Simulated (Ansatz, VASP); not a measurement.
## TiN (Osbornite): VASP beside Ansatz

```
Ti N
1.0
     0.00000    2.10215    2.10215
     2.10215    0.00000    2.10215
     2.10215    2.10215    0.00000
Ti N
1 1
Direct
  0.00000 0.00000 0.00000
  0.50000 0.50000 0.50000
```

Alike in both runs: functional PBEsol; k mesh 13 × 13 × 13; occupations fermi-dirac, width 0.1 eV; no spin polarisation.

Ansatz relaxed the structure, and its values are those at the end. VASP's run is a single point on that final structure, the one shown.

|  | VASP | Ansatz |
| --- | --- | --- |
| version | VASP 6.6.1 | Ansatz 0.2.0 |
| potentials or method | VASP PAW PBE potentials, release 64 (Ti_sv, N) | PAW plane waves |
| plane-wave cutoff (eV) | 520 | 420 |
| valence electrons in the cell | 17 | 17 |

```tsv
	VASP	Ansatz	Ansatz less VASP
gap on the k mesh at the Fermi level (eV)	none	none	-
pressure (GPa)	0.5	0.0	-0.51
```

A gap of «none» marks a metal or a gap that the smearing closes. Ansatz warned: «pseudo_functional_mismatch».

Caveats: the PAW data sets were made with another functional, which shifts forces and pressure a little (VASP).
